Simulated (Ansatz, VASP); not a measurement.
C: VASP beside Ansatz

```
C
1.0
     2.51292    0.00000    0.00000
    -1.25646    2.17625    0.00000
     0.00000    0.00000   22.72011
C
10
Direct
  0.00000 0.00000 0.31378
  0.66667 0.33333 0.32530
  0.66667 0.33333 0.39904
  0.33333 0.66667 0.42037
  0.33333 0.66667 0.48883
  0.00000 0.00000 0.51117
  0.00000 0.00000 0.57963
  0.66667 0.33333 0.60097
  0.66667 0.33333 0.67470
  0.33333 0.66667 0.68623
```

Alike in both runs: functional PBEsol; k mesh 12 × 12 × 1; occupations gaussian, width 0.03 eV; no spin polarisation.

Ansatz relaxed the structure, and its values are those at the end. VASP's run is a single point on that final structure, the one shown.

|  | VASP | Ansatz |
| --- | --- | --- |
| version | VASP 6.6.1 | Ansatz 0.2.0 |
| potentials or method | VASP PAW PBE potentials, release 64 (C) | scalar-relativistic, plane waves, PAW |
| plane-wave cutoff (eV) | 520 | 420 |
| valence electrons in the cell | 40 | 40 |

Ansatz gave:

```
gap on the k mesh at the Fermi level (eV) : none
rms of the force components (eV/Å)        : 0.002
```

Question: What did VASP give for the same quantities?

Answer: gap on the k mesh at the Fermi level (eV): none; rms of the force components (eV/Å): 0.007.

A gap of «none» marks a metal or a gap that the smearing closes. Ansatz warned: «structure_snapped_to_symmetry».

Caveats: the PAW data sets were made with another functional, which shifts forces and pressure a little (VASP).
